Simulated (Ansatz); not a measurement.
MgO:

```
Mg O
1.0
     2.93802    0.00000    0.00000
    -1.46901    2.54440    0.00000
     0.00000    0.00000    2.67968
Mg O
1 1
Direct
  0.00000 0.00000 0.00000
  0.33333 0.66667 0.50000
```

Measurements of this composition are mostly on another form, of space group No. 225.

| Item | Value |
| --- | --- |
| Program | Ansatz 0.2.0 |
| Task | relaxation of cell and atoms |
| Functional | PBEsol0 |
| Potentials or basis | Ansatz PAW |
| Cutoff | 420 eV (not typed: the program's choice for these potentials) |
| k mesh | 5 × 5 × 5 |
| Occupations | fermi-dirac, width 0.05 eV |
| Spin | no spin polarisation |

At the start: volume 10.02 Å³/atom.

**Question.** Where does the relaxation end?

**Answer.** It ends after 8 steps and the volume is 9.44 Å³/atom (-5.7 %); space group P-6m2 (No. 187, to 0.05 Å).

Step by step:
| step | energy change (eV) | largest force (eV/Å) | volume (Å³) |
| --- | --- | --- | --- |
| 1 | 0.0000 | 0.0000 | 20.03 |
| 2 | -0.0236 | 0.0000 | 19.48 |
| 3 | -0.0332 | 0.0000 | 18.86 |
| 4 | -0.0338 | 0.0000 | 18.90 |
| 5 | -0.0338 | 0.0000 | 18.92 |
| 6 | -0.0314 | 0.0000 | 18.92 |
| 7 | -0.0315 | 0.0000 | 18.89 |
| 8 | -0.0315 | 0.0000 | 18.89 |

Final structure:
```yaml
crystal:
  lattice:
    - [2.88004, 0.00000, 0.00000]
    - [-1.44002, 2.49419, 0.00000]
    - [0.00000, 0.00000, 2.62946]
  atoms:
    - { symbol: Mg, position: [0.00000, 0.00000, 0.00000] }
    - { symbol: O, position: [0.33333, 0.66667, 0.50000] }
```

Caveat: the k mesh is coarse (spacing up to 0.49 Å⁻¹), so the values aren't converged, least of all with exact exchange; the plane-wave basis is chosen anew once the cell has moved, so the energies of steps on either side of that aren't comparable; the pressure holds a Pulay correction of +0.5 GPa for the finite cutoff; the PAW data sets come from PBE, with cores solved anew for the run's functional, which leaves a small shift of forces and pressure.
